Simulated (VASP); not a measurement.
These are PBEsol GGA, VASP's PBE PAW potentials (set 64) (plane waves; VASP) values and carry that method's errors.

The input files of a VASP run:

**KPOINTS**
```
K-points
0
Gamma
 8 8 8
0 0 0
```

### POSCAR
```
InN
1
    0.0000000000     2.4595120000     2.4595120000
    2.4595120000     0.0000000000     2.4595120000
    2.4595120000     2.4595120000     0.0000000000
In N
1 1
Direct
  0.0000000000   0.0000000000   0.0000000000
  0.2500000000   0.2500000000   0.2500000000
```

### INCAR
```
ALGO=Normal
EDIFF=1E-6
EDIFFG=-0.01
ENCUT=520
GGA=PS
IBRION=2
ISIF=3
ISMEAR=0
LASPH=T
LCHARG=F
LMAXMIX=4
LREAL=F
LWAVE=F
NELM=100
NSW=60
PREC=Accurate
SIGMA=0.05
SYSTEM=InN
```

POTCAR, in this order: In_d N (PBE.64 set). Program: vasp_std.

Output

### OUTCAR
```
 ion  position               nearest neighbor table
   1  0.000  0.000  0.000-   2 2.13   2 2.13   2 2.13   2 2.13
   2  0.250  0.250  0.250-   1 2.13   1 2.13   1 2.13   1 2.13
  LATTYP: Found a face centered cubic cell.
 ALAT       =     4.9190240000
 Subroutine PRICEL returns:
 Original cell was already a primitive cell.
 Subroutine GETGRP returns: Found 24 space group operations
The static configuration has the point symmetry T_d .
The dynamic configuration has the point symmetry T_d .
 Subroutine INISYM returns: Found 24 space group operations
 Subroutine IBZKPT returns following result:
 Found     29 irreducible k-points:

 Following reciprocal coordinates:
            Coordinates               Weight
  0.000000  0.000000  0.000000      1.000000
  0.125000  0.000000  0.000000      8.000000
  0.250000  0.000000  0.000000      8.000000
  0.375000  0.000000  0.000000      8.000000
  0.500000  0.000000  0.000000      4.000000
  0.125000  0.125000  0.000000      6.000000
  0.250000  0.125000  0.000000     24.000000
  0.375000  0.125000  0.000000     24.000000
  0.500000  0.125000  0.000000     24.000000
...
```

**OSZICAR**
```
       N       E                     dE             d eps       ncg     rms          rms(c)
DAV:   1     0.131892841455E+03    0.13189E+03   -0.92693E+03   777   0.188E+03
DAV:   2    -0.255310301572E+01   -0.13445E+03   -0.12757E+03   829   0.382E+02
DAV:   3    -0.133414981418E+02   -0.10788E+02   -0.10638E+02   909   0.110E+02
DAV:   4    -0.136375477900E+02   -0.29605E+00   -0.29512E+00   850   0.194E+01
DAV:   5    -0.136484816505E+02   -0.10934E-01   -0.10931E-01   985   0.352E+00    0.101E+01
DAV:   6    -0.115749705067E+02    0.20735E+01   -0.71544E+00  1146   0.518E+01    0.558E+00
DAV:   7    -0.115564224990E+02    0.18548E-01   -0.50822E-01   767   0.843E+00    0.223E+00
DAV:   8    -0.115354847845E+02    0.20938E-01   -0.75823E-02   919   0.274E+00    0.596E-01
DAV:   9    -0.115310231328E+02    0.44617E-02   -0.70365E-03  1175   0.188E+00    0.181E-01
DAV:  10    -0.115312037638E+02   -0.18063E-03   -0.99240E-04   804   0.309E-01    0.633E-02
DAV:  11    -0.115312112640E+02   -0.75002E-05   -0.29129E-05  1069   0.633E-02    0.187E-02
DAV:  12    -0.115312104707E+02    0.79333E-06   -0.15503E-05   899   0.413E-02    0.787E-03
DAV:  13    -0.115312099307E+02    0.53993E-06   -0.17730E-06   594   0.276E-02
   1 F= -.11531210E+02 E0= -.11531135E+02  d E =-.115312E+02
       N       E                     dE             d eps       ncg     rms          rms(c)
DAV:   1    -0.126101170853E+02   -0.10789E+01   -0.29856E+01   914   0.153E+02    0.710E+00
DAV:   2    -0.117018104716E+02    0.90831E+00   -0.19101E+00   899   0.345E+01    0.248E+00
DAV:   3    -0.115406662272E+02    0.16114E+00   -0.41466E-01   959   0.225E+01    0.581E-01
DAV:   4    -0.115360263383E+02    0.46399E-02   -0.49393E-02  1088   0.320E+00    0.951E-01
DAV:   5    -0.115372029946E+02   -0.11767E-02   -0.13853E-03   854   0.430E-01    0.117E+00
DAV:   6    -0.115341387084E+02    0.30643E-02   -0.37717E-03   759   0.901E-01    0.127E-01
DAV:   7    -0.115341757227E+02   -0.37014E-04   -0.28764E-04   988   0.182E-01    0.928E-02
DAV:   8    -0.115341769373E+02   -0.12146E-05   -0.25351E-05  1065   0.625E-02    0.386E-02
DAV:   9    -0.115341782244E+02   -0.12871E-05   -0.35606E-06   881   0.463E-02    0.750E-03
DAV:  10    -0.115341783901E+02   -0.16577E-06   -0.54622E-07   387   0.132E-02
   2 F= -.11534178E+02 E0= -.11534103E+02  d E =-.296846E-02
       N       E                     dE             d eps       ncg     rms          rms(c)
DAV:   1    -0.118300809658E+02   -0.29590E+00   -0.65285E+00   914   0.647E+01    0.408E+00
DAV:   2    -0.115899156505E+02    0.24017E+00   -0.51213E-01   904   0.202E+01    0.113E+00
DAV:   3    -0.115569878889E+02    0.32928E-01   -0.85138E-02   954   0.104E+01    0.531E-01
DAV:   4    -0.115557741405E+02    0.12137E-02   -0.94422E-03  1131   0.147E+00    0.541E-01
DAV:   5    -0.115556272558E+02    0.14688E-03   -0.14637E-03   809   0.442E-01    0.149E-01
DAV:   6    -0.115555325815E+02    0.94674E-04   -0.29616E-04   950   0.310E-01    0.427E-02
DAV:   7    -0.115555391255E+02   -0.65440E-05   -0.93717E-06  1032   0.386E-02    0.116E-02
DAV:   8    -0.115555400123E+02   -0.88681E-06   -0.84624E-07   565   0.267E-02
   3 F= -.11555540E+02 E0= -.11555465E+02  d E =-.243301E-01
```

### OUTCAR
```
------------------------ aborting loop because EDIFF is reached ----------------------------------------
  FORCE on cell =-STRESS in cart. coord.  units (eV):
  Direction    XX          YY          ZZ          XY          YZ          ZX
  --------------------------------------------------------------------------------------
  Total       -0.0023260     -0.0023260     -0.0023260      0.0000000      0.0000000      0.0000000
  in kB       -0.1200058     -0.1200058     -0.1200058      0.0000000      0.0000000      0.0000000
  external PRESSURE =      -0.1200058 kB  Pullay stress =       0.0000000 kB
  volume of cell :       31.05
      direct lattice vectors                 reciprocal lattice vectors
     0.000000000  2.494756598  2.494756598    -0.200420354  0.200420354  0.200420354
     2.494756598  0.000000000  2.494756598     0.200420354 -0.200420354  0.200420354
     2.494756598  2.494756598  0.000000000     0.200420354  0.200420354 -0.200420354
 POSITION                                       TOTAL-FORCE (eV/Angst)
 -----------------------------------------------------------------------------------
      0.00000      0.00000      0.00000        -0.000000      0.000000     -0.000000
      1.24738      1.24738      1.24738         0.000000     -0.000000      0.000000
 -----------------------------------------------------------------------------------
    total drift:                               -0.000000     -0.000000     -0.000000
  FREE ENERGIE OF THE ION-ELECTRON SYSTEM (eV)
  ---------------------------------------------------
  free  energy   TOTEN  =       -11.5555400123 eV

  energy  without entropy=      -11.5553892925  energy(sigma->0) =      -11.55546465

 reached required accuracy - stopping structural energy minimisation
```
(Selected blocks of OUTCAR.)

**CONTCAR**
```
InN
   1.00000000000000
     0.0000000000000000    2.4947565977684505    2.4947565977684505
     2.4947565977684505    0.0000000000000000    2.4947565977684505
     2.4947565977684505    2.4947565977684505    0.0000000000000000
  In              N
     1     1
Direct
     0.0000000000000000    0.0000000000000000    0.0000000000000000
     0.2500000000000000    0.2500000000000000    0.2500000000000000
```

Energy and stress use the plane-wave basis of the starting cell.

The structure was generated: InN was put into the zinc blende type (F-43m), which need not be its known phase. This run relaxes it. Symmetry was kept, so distortions that lower it aren't found.
